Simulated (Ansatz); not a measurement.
Crystal: Br, diamond type, 2 atoms in the cell.

All numbers below come from PBE, plane waves, PAW datasets (generated soft set 1) in Ansatz 0.2.0 development build.

Cutoff 420 eV; k-mesh 27×27×27 Γ-centred; Fermi–Dirac smearing of 0.0612 eV; no spin polarisation.

```json
{"V (Å³/atom)": "42.216", "a (Å)": "6.9640", "E − E(min) (meV/atom)": "0.81", "P (GPa)": "0.31"}
{"V (Å³/atom)": "43.078", "a (Å)": "7.0110", "E − E(min) (meV/atom)": "0.00", "P (GPa)": "-0.01"}
{"V (Å³/atom)": "43.939", "a (Å)": "7.0575", "E − E(min) (meV/atom)": "0.81", "P (GPa)": "-0.29"}
{"V (Å³/atom)": "44.801", "a (Å)": "7.1033", "E − E(min) (meV/atom)": "3.04", "P (GPa)": "-0.54"}
{"V (Å³/atom)": "45.663", "a (Å)": "7.1485", "E − E(min) (meV/atom)": "6.53", "P (GPa)": "-0.76"}
```

Problem. Fit a third-order Birch–Murnaghan equation of state to the energies.

Solution. V₀ = 43.059 Å³/atom (a₀ = 7.010 Å), B₀ = 15.0 GPa, B₀′ = 5.27.

The published all-electron PBE values for this crystal (mean of FLEUR and WIEN2k, k-spacing 0.06 Å⁻¹; Bosoni et al., Nat. Rev. Phys. 6, 45 (2024)) are V₀ = 43.086 Å³/atom, B₀ = 15.0 GPa, B₀′ = 5.19.

The stress includes the program's correction for the finite plane-wave basis.

This cubic structure is a model: it isn't the usual form of the substance at ambient conditions, and such phases are metastable or hypothetical. Spin polarisation is left out, and a magnetic state may lie lower.
